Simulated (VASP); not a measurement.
# Band gap of In2O3: cutoff, mesh and cell, part 2 of 2

Aim: test what besides the functional moves the gap of In2O3. The starting structure is a measured crystal structure from the Crystallography Open Database. The atoms were first relaxed with LDA in that cell, in a run that isn't shown, and the relaxed structure is the one below.

VASP 6.6.1.

Results so far: reference 1.199 eV; cell and atoms relaxed by LDA 1.286 eV.

**4. Bands with no band path**

Level of this step: LDA; plane waves and PAW (In_d, O) (VASP).

Against step 2 the input has no band path (also changed: NBANDS).

INCAR

```
SYSTEM = In2O3
PREC = Accurate
ENCUT = 460
EDIFF = 1E-06
NELM = 100
ISMEAR = 0
SIGMA = 0.03
LREAL = .FALSE.
ALGO = Normal
GGA = CA
NBANDS = 54
LORBIT = 11
LWAVE = .FALSE.
LCHARG = .FALSE.
KPAR = 16
LASPH = .TRUE.
```

POSCAR

```
In2O3
1.0
    2.7435000000      1.5839604635      4.8366666667
   -2.7435000000      1.5839604635      4.8366666667
    0.0000000000     -3.1679209270      4.8366666667
In O
4 6
Direct
    0.8570255814      0.8570255814      0.8570255814
    0.6429744186      0.6429744186      0.6429744186
    0.1429744186      0.1429744186      0.1429744186
    0.3570255814      0.3570255814      0.3570255814
    0.0459967389      0.7500000000      0.4540032611
    0.7500000000      0.4540032611      0.0459967389
    0.4540032611      0.0459967389      0.7500000000
    0.9540032611      0.2500000000      0.5459967389
    0.2500000000      0.5459967389      0.9540032611
    0.5459967389      0.9540032611      0.2500000000
```

KPOINTS

```
Automatic mesh
0
Gamma
6 6 6
0 0 0
```

PAW data sets: In_d and O (LDA family, release 64).

Launch:

```sh
$ mpirun -np 16 vasp_std
```

The program printed:

```text
[... set-up lines as in an earlier step ...]
 entering main loop
       N       E                     dE             d eps       ncg     rms          rms(c)
DAV:   1     0.120401408131E+04    0.12040E+04   -0.38392E+04  3546   0.218E+03
DAV:   2     0.166938633380E+03   -0.10371E+04   -0.99360E+03  3648   0.613E+02
DAV:   3    -0.551709056120E+02   -0.22211E+03   -0.21603E+03  3760   0.264E+02
DAV:   4    -0.729235967703E+02   -0.17753E+02   -0.17588E+02  4768   0.806E+01
[...]
DAV:  12    -0.636739199195E+02    0.18303E-04   -0.17102E-04  5552   0.879E-02    0.229E-02
DAV:  13    -0.636739202567E+02   -0.33723E-06   -0.10834E-05  5018   0.324E-02    0.539E-03
DAV:  14    -0.636739201615E+02    0.95242E-07   -0.44937E-07  2316   0.515E-03
   1 F= -.63673920E+02 E0= -.63673920E+02  d E =-.625103E-13
```

Wall time 12 s (16 MPI ranks of Intel Xeon 6975P-C (Granite Rapids), shared host); peak memory 4.8 GiB.

Parts of OUTCAR (step 4):

```text
  Total       -2.4686293     -2.4686293     -2.4748026      0.0000000      0.0000000      0.0000000
  in kB      -31.3631550    -31.3631550    -31.4415850      0.0000000      0.0000000      0.0000000
  external PRESSURE =     -31.3892983 kB  Pullay stress =       0.0000000 kB

 POSITION                                       TOTAL-FORCE (eV/Angst)
 -----------------------------------------------------------------------------------
      0.00000      0.00000     12.43544        -0.000000     -0.000000      0.020546
      0.00000      0.00000      9.32956        -0.000000     -0.000000     -0.020546
      0.00000      0.00000      2.07456        -0.000000     -0.000000     -0.020546
      0.00000      0.00000      5.18044        -0.000000     -0.000000      0.020546
     -1.93143     -0.17742      6.04583        -0.004487     -0.007771     -0.000000
      0.81207      1.76138      6.04583        -0.004487      0.007771     -0.000000
      1.11937     -1.58396      6.04583         0.008973      0.000000      0.000000
      1.93143      0.17742      8.46417         0.004487      0.007771     -0.000000
     -0.81207     -1.76138      8.46417         0.004487     -0.007771     -0.000000
     -1.11937      1.58396      8.46417        -0.008973      0.000000     -0.000000
 -----------------------------------------------------------------------------------
    total drift:                                0.000000     -0.000000     -0.000000

  FREE ENERGIE OF THE ION-ELECTRON SYSTEM (eV)
  ---------------------------------------------------
  free  energy   TOTEN  =       -63.6739201615 eV

  energy  without entropy=      -63.6739201615  energy(sigma->0) =      -63.67392016

[... 1 part as in an earlier step ...]

[... 2 further parts left out ...]
[key lines of the parts left out:]
E-fermi :   5.4491
```

With no band path the gap is 1.200 eV, +0.002 eV from the reference, read on the mesh alone.

**5. Bands with a cutoff of 640 eV**

Against step 2 the input has ENCUT = 640.

Edit INCAR of step 4 so:

```diff
@@ -2,3 +2,3 @@
 PREC = Accurate
-ENCUT = 460
+ENCUT = 640
 EDIFF = 1E-06
@@ -10,3 +10,3 @@
 GGA = CA
-NBANDS = 54
+NBANDS = 68
 LORBIT = 11
```

POSCAR is that of step 4.

KPOINTS is that of step 4.

KPOINTS_OPT

```
Line mode
8
Line-mode
Reciprocal
  0.00000000   0.00000000   0.00000000 GAMMA
  0.50000000   0.00000000   0.00000000 L

  0.50000000   0.00000000   0.00000000 L
  0.50000000   0.23816651  -0.23816651 B1

  0.76183349   0.50000000   0.23816651 B
  0.50000000   0.50000000   0.50000000 Z

  0.50000000   0.50000000   0.50000000 Z
  0.00000000   0.00000000   0.00000000 GAMMA

  0.00000000   0.00000000   0.00000000 GAMMA
  0.36908326   0.00000000  -0.36908326 X

  0.63091674   0.36908326   0.00000000 Q
  0.50000000   0.50000000   0.00000000 F

  0.50000000   0.50000000   0.00000000 F
  0.63091674   0.63091674   0.23816651 P1

  0.63091674   0.63091674   0.23816651 P1
  0.50000000   0.50000000   0.50000000 Z

  0.50000000   0.00000000   0.00000000 L
  0.76183349   0.36908326   0.36908326 P
```

Launch:

```sh
$ mpirun -np 16 vasp_std
```

The program printed:

```text
[... set-up lines as in an earlier step ...]
 entering main loop
       N       E                     dE             d eps       ncg     rms          rms(c)
DAV:   1     0.131456331030E+04    0.13146E+04   -0.43320E+04  4752   0.215E+03
DAV:   2     0.221531067394E+03   -0.10930E+04   -0.98549E+03  4384   0.601E+02
DAV:   3    -0.505816731067E+02   -0.27211E+03   -0.25864E+03  4656   0.244E+02
DAV:   4    -0.726684971166E+02   -0.22087E+02   -0.21760E+02  5376   0.783E+01
[...]
DAV:  12    -0.636749024780E+02   -0.76429E-05   -0.47521E-05  6020   0.820E-02    0.406E-02
DAV:  13    -0.636748981896E+02    0.42885E-05   -0.10717E-05  5340   0.211E-02    0.146E-02
DAV:  14    -0.636748979993E+02    0.19029E-06   -0.27259E-06  4076   0.839E-03
   1 F= -.63674898E+02 E0= -.63674898E+02  d E =-.182089E-12
 Start KPOINTS_OPT (optional k-point list driver)
k-point batch [1-32\72]
       N       E                     dE             ncg
DAV:   1     0.343115463454E+05   -0.18629E+05     4804
DAV:   2     0.268761763574E+03   -0.34043E+05     4360
DAV:   3    -0.818786542115E+04   -0.84566E+04     4684
DAV:   4    -0.889232770173E+04   -0.70446E+03     5396
[...]
DAV:   8    -0.891381693042E+04   -0.47833E-03     6384
DAV:   9    -0.891381694371E+04   -0.13289E-04     4832
DAV:  10    -0.891381694435E+04   -0.63553E-06     3016
[...]
k-point batch [65-72\72]
       N       E                     dE             ncg
DAV:   1     0.673312538560E+05   -0.99751E+04     1204
DAV:   2     0.587876790403E+05   -0.85436E+04     1096
DAV:   3     0.566773494584E+05   -0.21103E+04     1196
DAV:   4     0.565041640671E+05   -0.17319E+03     1328
[...]
DAV:   8     0.564988692053E+05   -0.11489E-03     1516
DAV:   9     0.564988692020E+05   -0.32701E-05     1256
DAV:  10     0.564988692018E+05   -0.16319E-06      732
```

It took 53 s on 16 MPI ranks; peak memory 10 GiB.

From OUTCAR (step 5):

```text
  Total       -2.1374954     -2.1374954     -2.1389032     -0.0000000     -0.0000000      0.0000000
  in kB      -27.1562037    -27.1562037    -27.1740895     -0.0000000     -0.0000000      0.0000000
  external PRESSURE =     -27.1621656 kB  Pullay stress =       0.0000000 kB

 POSITION                                       TOTAL-FORCE (eV/Angst)
 -----------------------------------------------------------------------------------
      0.00000      0.00000     12.43544        -0.000000     -0.000000      0.020844
      0.00000      0.00000      9.32956        -0.000000     -0.000000     -0.020844
      0.00000      0.00000      2.07456        -0.000000      0.000000     -0.020844
      0.00000      0.00000      5.18044        -0.000000     -0.000000      0.020844
     -1.93143     -0.17742      6.04583        -0.004086     -0.007078      0.000000
      0.81207      1.76138      6.04583        -0.004086      0.007078      0.000000
      1.11937     -1.58396      6.04583         0.008173     -0.000000      0.000000
      1.93143      0.17742      8.46417         0.004086      0.007078      0.000000
     -0.81207     -1.76138      8.46417         0.004086     -0.007078      0.000000
     -1.11937      1.58396      8.46417        -0.008173     -0.000000      0.000000
 -----------------------------------------------------------------------------------
    total drift:                                0.000000     -0.000000     -0.000000

  FREE ENERGIE OF THE ION-ELECTRON SYSTEM (eV)
  ---------------------------------------------------
  free  energy   TOTEN  =       -63.6748979993 eV

  energy  without entropy=      -63.6748979993  energy(sigma->0) =      -63.67489800

[... 1 part as in an earlier step ...]

[... 2 further parts left out ...]
[key lines of the parts left out:]
E-fermi :   5.4441
```

With a cutoff of 640 eV the gap is 1.199 eV, +0.000 eV from the reference.

**6. Bands with an 8×8×8 mesh**

Against step 2 the input has an 8×8×8 mesh.

Edit INCAR of step 5 so:

```diff
@@ -2,3 +2,3 @@
 PREC = Accurate
-ENCUT = 640
+ENCUT = 460
 EDIFF = 1E-06
```

POSCAR is that of step 5.

KPOINTS

```
Automatic mesh
0
Gamma
8 8 8
0 0 0
```

KPOINTS_OPT is that of step 5.

Launch:

```sh
$ mpirun -np 16 vasp_std
```

The program printed:

```text
[... set-up lines as in an earlier step ...]
 entering main loop
       N       E                     dE             d eps       ncg     rms          rms(c)
DAV:   1     0.115425745758E+04    0.11543E+04   -0.35395E+04  9576   0.173E+03
DAV:   2     0.167463511047E+03   -0.98679E+03   -0.89633E+03  9008   0.507E+02
DAV:   3    -0.570716936732E+02   -0.22454E+03   -0.21498E+03  9768   0.214E+02
DAV:   4    -0.728391700581E+02   -0.15767E+02   -0.15587E+02 10864   0.664E+01
[...]
DAV:  12    -0.636737569430E+02   -0.99971E-05   -0.47706E-05 12568   0.777E-02    0.356E-02
DAV:  13    -0.636737522418E+02    0.47011E-05   -0.12103E-05 11576   0.240E-02    0.131E-02
DAV:  14    -0.636737522248E+02    0.17058E-07   -0.19249E-06  6576   0.947E-03
   1 F= -.63673752E+02 E0= -.63673752E+02  d E =-.308622E-17
 Start KPOINTS_OPT (optional k-point list driver)
k-point batch [1-65\72]
       N       E                     dE             ncg
DAV:   1     0.590298397672E+05   -0.48108E+05     9760
DAV:   2    -0.305241093444E+04   -0.62082E+05     8920
DAV:   3    -0.170825214814E+05   -0.14030E+05     9792
DAV:   4    -0.180860743166E+05   -0.10036E+04    10856
[...]
DAV:   9    -0.181158184404E+05   -0.18736E-04     9512
DAV:  10    -0.181158184418E+05   -0.14230E-05     5840
DAV:  11    -0.181158184424E+05   -0.53416E-06     5452
k-point batch [66-72\72]
       N       E                     dE             ncg
DAV:   1     0.107886469938E+06   -0.79907E+04     1052
DAV:   2     0.101264779813E+06   -0.66217E+04      960
DAV:   3     0.997809719230E+05   -0.14838E+04     1040
DAV:   4     0.996765285835E+05   -0.10444E+03     1176
[...]
DAV:   8     0.996732313242E+05   -0.10099E-03     1296
DAV:   9     0.996732313218E+05   -0.23979E-05     1080
DAV:  10     0.996732313216E+05   -0.15236E-06      668
```

It took 48 s on 16 MPI ranks; peak memory 11 GiB.

From OUTCAR (step 6):

```text
  Total       -2.4833314     -2.4833314     -2.4901102      0.0000000     -0.0000000      0.0000000
  in kB      -31.5499409    -31.5499409    -31.6360641      0.0000000     -0.0000000      0.0000000
  external PRESSURE =     -31.5786486 kB  Pullay stress =       0.0000000 kB

 POSITION                                       TOTAL-FORCE (eV/Angst)
 -----------------------------------------------------------------------------------
      0.00000      0.00000     12.43544         0.000000      0.000000      0.020495
      0.00000      0.00000      9.32956         0.000000      0.000000     -0.020495
      0.00000      0.00000      2.07456         0.000000      0.000000     -0.020495
      0.00000      0.00000      5.18044         0.000000      0.000000      0.020495
     -1.93143     -0.17742      6.04583        -0.004444     -0.007697      0.000000
      0.81207      1.76138      6.04583        -0.004444      0.007697      0.000000
      1.11937     -1.58396      6.04583         0.008888      0.000000      0.000000
      1.93143      0.17742      8.46417         0.004444      0.007697      0.000000
     -0.81207     -1.76138      8.46417         0.004444     -0.007697      0.000000
     -1.11937      1.58396      8.46417        -0.008888      0.000000      0.000000
 -----------------------------------------------------------------------------------
    total drift:                                0.000000     -0.000000     -0.000000

  FREE ENERGIE OF THE ION-ELECTRON SYSTEM (eV)
  ---------------------------------------------------
  free  energy   TOTEN  =       -63.6737522248 eV

  energy  without entropy=      -63.6737522248  energy(sigma->0) =      -63.67375222

[... 1 part as in an earlier step ...]

[... 2 further parts left out ...]
[key lines of the parts left out:]
E-fermi :   5.4738
```

With an 8×8×8 mesh the gap is 1.199 eV, +0.000 eV from the reference.

**7. All runs side by side**

```csv
run,gap (eV),change (eV),core minutes
reference,1.199,-,8.53
cell and atoms relaxed by LDA,1.286,0.087,8.0
no band path,1.2,0.002,3.2
a cutoff of 640 eV,1.199,0.0,14.1
an 8×8×8 mesh,1.199,0.0,12.8
```

Core minutes are wall time times ranks of the run shown, on a shared host.

**8. Results**

```yaml
reference_gap: 1.199 eV
gap_with_cell_and_atoms_relaxed_by_lda: 1.286 eV
gap_with_no_band_path: 1.200 eV
gap_with_a_cutoff_of_640_ev: 1.199 eV
gap_with_an_8x8x8_mesh: 1.199 eV
```

What this shows: Among the runs that read a gap along the path, the one with cell and atoms relaxed by LDA moves it most, by +0.087 eV. On finer settings it changes by +0.000 eV with a cutoff of 640 eV and +0.000 eV with an 8×8×8 mesh. The functional's own error isn't tested here. Further runs on this material are not shown.

[Lines on the potential files, build, host, timing and source positions are cut from VASP's logs without a mark.]

[Logs are printed without paths, hosts, clocks, repeated set-up lines and the standing remarks that a program may print on its own settings, such as how far it seeks lower states.]

[Hosts, paths, dates, database ids (printed as entryN), source tags and the programs' standing remarks are cut or masked in the printed files.]
